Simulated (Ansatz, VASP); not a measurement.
## Two plane-wave programs on Sb

The input INCAR:

```
SYSTEM = Sb
ALGO     = Normal         ! electronic algorithm
EDIFF    = 1E-7           ! SCF threshold, eV
ENCUT    = 520            ! plane-wave cutoff, eV
GGA      = PS             ! functional
ISIF     = 2              ! what is computed and relaxed
ISMEAR   = -1             ! smearing method
LASPH    = .True.         ! aspherical terms in the spheres
LCHARG   = .True.         ! write CHGCAR
LELF     = .True.         ! ELF
LREAL    = .False.        ! projectors in reciprocal space
LVHAR    = .True.       
LWAVE    = .False.        ! write WAVECAR
NBANDS   = 12             ! bands
NELM     = 100            ! most SCF steps
PREC     = Accurate       ! precision mode
SIGMA    = 0.05           ! smearing width, eV
```

KPOINTS

```
k-points
0
Gamma
  8 8 4
  0 0 0
```

POSCAR

```
Sb
1.0
    3.3545324186     -0.0335453242      0.0000000000
   -1.7063173122      2.9218829544      0.0000000000
    0.0000000000      0.0000000000      5.4701606500
Sb
2
Direct
    0.6666666667      0.3333333333      0.7500000000
    0.3333333333      0.6666666667      0.2500000000
```

input.yaml

```yaml
crystal:
  lattice:
    - [3.3545324186, -0.0335453242, 0.0]
    - [-1.7063173122, 2.9218829544, 0.0]
    - [0.0, 0.0, 5.47016065]
  atoms:
    - { symbol: Sb, position: [0.6666666667, 0.3333333333, 0.75] }
    - { symbol: Sb, position: [0.3333333333, 0.6666666667, 0.25] }
hamiltonian:
  xc: pbesol
  pseudopotentials: { kind: paw }
kpoints:
  mp_grid: { grid: [8, 8, 4] }
  band_path:
    path:
      - [[0.0, 0.0, 0.0], [-0.5, 0.5, 0.0], [-0.6665333067, 0.3274914183, 0.0], [-0.5, 0.0, 0.0], [-0.5, 0.0, -0.5], [-0.3334666933, -0.3274914183, -0.5], [0.0, -0.5, -0.5], [0.0, -0.5, 0.0], [-0.3334666933, -0.3274914183, 0.0]]
      - [[-0.6665333067, 0.3274914183, -0.5], [-0.5, 0.5, -0.5], [0.0, 0.0, -0.5]]
      - [[-0.5, 0.5, 0.0], [-0.5, 0.5, -0.5]]
    npoints: 14
scf:
  occupations: { method: fermi_dirac, width: 0.05 }
  n_extra_bands: 6
output:
  forces: true
  stress: true
  eigenvalues: true
  fatbands: false
```

This isn't the form of Sb at room conditions, which is rhombohedral.

Alike in both runs: functional PBEsol; k mesh 8 × 8 × 4; occupations fermi-dirac, width 0.05 eV; no spin polarisation.

|  | VASP | Ansatz |
| --- | --- | --- |
| version | VASP 6.6.1 | Ansatz 0.2.0 |
| potentials or method | VASP PAW PBE potentials, release 64 (Sb) | Ansatz PAW |
| plane-wave cutoff (eV) | 520 | 420 |
| valence electrons in the cell | 10 | 30 |
| task | single point | band structure |

|  | VASP | Ansatz | Ansatz less VASP |
| --- | --- | --- | --- |
| gap on the k mesh at the Fermi level (eV) | none | none | - |
| pressure (GPa) | -1.2 | -1.2 | +0.01 |
| largest component of the traceless stress (GPa) | 1.30 | 1.30 | -0.001 |
| rms of the force components (eV/Å) | 0.008 | 0.008 | -0.0006 |

Atom by atom the forces differ by 0.001 eV/Å (rms over components). A gap of «none» marks a metal or a gap that the smearing closes. The two sets of potentials don't hold the same shells in valence.

Caveats: the PAW data sets were made with another functional, which shifts forces and pressure a little (VASP); spin-orbit coupling is left out, which moves the levels of the heavy elements (Ansatz); the PAW data sets come from PBE, with cores solved anew for the run's functional, which leaves a small shift of forces and pressure (Ansatz). Spin-orbit coupling is left out, which matters for the levels of Sb.
